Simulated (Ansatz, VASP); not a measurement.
**Two plane-wave programs on Cs**

```
CELL_PARAMETERS angstrom
-3.02250 3.02250 3.02250
3.02250 -3.02250 3.02250
3.02250 3.02250 -3.02250
ATOMIC_POSITIONS crystal
Cs 0.00000 0.00000 0.00000
```

Change from the starting cell: volume scaled by 1, PAW files.

Alike in both runs: task single point; functional PBEsol; k mesh 9 × 9 × 9; occupations fermi-dirac, width 0.05 eV; no spin polarisation.

```csv
,VASP,Ansatz
version,VASP 6.6.1,Ansatz 0.2.0
potentials or method,"VASP PAW PBE potentials, release 64 (Cs_sv)","PAW with Ansatz's default frozen-core files, scalar-relativistic"
plane-wave cutoff (eV),520,420
valence electrons in the cell,9,9
```

```csv
,VASP,Ansatz,Ansatz less VASP
pressure (GPa),0.0,0.0,+0.01
```

Caveats: the PAW data sets were made with another functional, which shifts forces and pressure a little (VASP). The runs have no spin-orbit coupling, so splittings on Cs are missing.
